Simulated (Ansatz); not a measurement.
Density of states of CdTe (F-43m, a = 6.617 Å, b = 6.617 Å, c = 6.617 Å, α = 90.00°, β = 90.00°, γ = 90.00°), in states per eV and primitive cell, averaged over bins of 0.5 eV. The calculation used Ansatz, DFT PBE, scalar-relativistic, plane waves, PAW.

Cutoff 420 eV; k points 10×10×10 on the computed 2-atom cell (Γ-centred); Gaussian smearing, width 0.02 eV; no spin polarisation.

The cell is relaxed at this level. The states (both spins) are summed by tetrahedra on a 15×15×15 mesh at the self-consistent density. Energies are bin centres; the table starts no lower than −8 eV and ends at 6 eV, or lower where the solved bands end.

The gap is 0.59 eV at this level, with the zero inside it.

```
E − E_F (eV) total Te 5p Cd 5s Cd 4d Te 5s
       -7.80   3.15   0.03   0.05   2.73   0.34
       -7.30   0.00   0.00   0.00   0.00   0.00
       -6.80   0.00   0.00   0.00   0.00   0.00
       -6.30   0.00   0.00   0.00   0.00   0.00
       -5.80   0.00   0.00   0.00   0.00   0.00
       -5.30   0.00   0.00   0.00   0.00   0.00
       -4.80   0.00   0.00   0.00   0.00   0.00
       -4.30   1.91   1.11   0.73   0.02   0.03
       -3.80   1.10   0.64   0.36   0.02   0.06
       -3.30   0.46   0.27   0.13   0.01   0.04
       -2.80   0.33   0.22   0.07   0.01   0.03
       -2.30   1.86   1.66   0.06   0.04   0.02
       -1.80   2.46   2.23   0.05   0.05   0.01
       -1.30   2.38   2.18   0.03   0.06   0.01
       -0.80   1.32   1.21   0.01   0.04   0.00
       -0.30   0.18   0.17   0.00   0.01   0.00
        0.20   0.00   0.00   0.00   0.00   0.00
        0.70   0.01   0.00   0.01   0.00   0.00
        1.20   0.06   0.02   0.03   0.00   0.01
        1.70   0.46   0.14   0.23   0.00   0.04
        2.20   0.83   0.27   0.39   0.00   0.05
        2.70   2.12   0.63   0.77   0.01   0.05
        3.20   1.04   0.24   0.29   0.00   0.01
        3.70   0.75   0.08   0.08   0.00   0.00
        4.20   1.50   0.10   0.08   0.00   0.00
        4.70   1.62   0.08   0.05   0.00   0.00
        5.20   2.35   0.09   0.04   0.00   0.00
        5.70   1.62   0.06   0.03   0.00   0.00
```

The columns after the total are the Löwdin projections on the occupied valence shells of the potentials. The rest of the total lies in shells that are empty in the free atom, which aren't projected, and between the atoms.

Spin-orbit coupling is left out, which matters for the bands of heavy elements.